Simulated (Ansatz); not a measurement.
# C₂H₄O₂ (singlet): wave-function methods side by side, 6-31G*

How much of the correlation energy of C₂H₄O₂ (singlet) does each wave-function method recover here?

Method: 6-31G*, core rule «outside noble gas», up to 4 orbitals frozen; program: Ansatz 0.2.0, Gaussian basis.

Plan: UHF; CCSD(T) on RHF; BCCD(T) on RHF; CISD; CCSDT(Q) on RHF; CASSCF and MRCISD+Q, 8 electrons in 8 orbitals; CASSCF and NEVPT2, 8 electrons in 8 orbitals.

18 further runs of the same task are left out: 18 set aside as unsound or not needed.

### 1 What is computed

The geometry is an MP2(full)/6-31G* stationary point (not a proven minimum).

8 atoms, charge 0, spin multiplicity 1.

Atoms are counted from 1 here; the program's logs count them from 0.

Bond lengths: C1–O2 1.217 Å, C1–O3 1.361 Å, C1–C5 1.500 Å, O3–H4 0.979 Å, C5–H6 1.088 Å, C5–H7 1.092 Å, C5–H8 1.092 Å. Angles: O2–C1–O3 122.6°, O2–C1–C5 126.4°, O3–C1–C5 111.0°, C1–O3–H4 105.4°, C1–C5–H6 109.3°, C1–C5–H7 109.7°, C1–C5–H8 109.7°, H6–C5–H7 110.2°, H6–C5–H8 110.2°, H7–C5–H8 107.7°.

### 2 UHF

File in.yaml:

```yaml
crystal:
  periodic: [false, false, false]
  atoms:
    - {symbol: C, position_ang: [0.034785, 0.102973, 0.000000]}
    - {symbol: O, position_ang: [0.201169, 1.308497, 0.000000]}
    - {symbol: O, position_ang: [-1.201664, -0.466623, 0.000000]}
    - {symbol: H, position_ang: [-1.832861, 0.281995, 0.000000]}
    - {symbol: C, position_ang: [1.108561, -0.944335, 0.000000]}
    - {symbol: H, position_ang: [2.082974, -0.459722, 0.000000]}
    - {symbol: H, position_ang: [1.003446, -1.579940, 0.881747]}
    - {symbol: H, position_ang: [1.003446, -1.579940, -0.881747]}
basis:
  gaussian: {orbitals: "6-31G*"}
magnetization: {spin_polarized: true, initial_magnetization: 0}
hamiltonian: {xc: hf}
output: {orbitals: {seedname: orbitals}}
```

On the command line:

```sh
ansatz run in.yaml --threads 1 --pin off --events-out ev --progress --plain --max-ram 4096MiB --backend cpu
```

Further steps of the session: CCSD(T) on RHF; BCCD(T) on RHF; CISD; CCSDT(Q) on RHF; CASSCF and MRCISD+Q, 8 electrons in 8 orbitals; CASSCF and NEVPT2, 8 electrons in 8 orbitals.

Q: Predict the results of all the runs planned. Wanted: RCCSDT(Q) below the RHF energy; RMP2 from RCCSDT(Q); RCCSD from RCCSDT(Q); RCCSD(T) from RCCSDT(Q); T1 diagnostic.

**Answer**, as computed:

| quantity | value |
| --- | --- |
| RCCSDT(Q) below the RHF energy | -17.8348 eV |
| RMP2 from RCCSDT(Q) | +114.3 kJ/mol |
| RCCSD from RCCSDT(Q) | +55.8 kJ/mol |
| RCCSD(T) from RCCSDT(Q) | +6.6 kJ/mol |
| levels within 1 kcal/mol (43 meV) | none |
| T1 diagnostic | 0.015 |

RCCSD(T) lands +6.6 kJ/mol from the yardstick (0.4 % of the correlation energy). These misses are within one basis, not against nature.
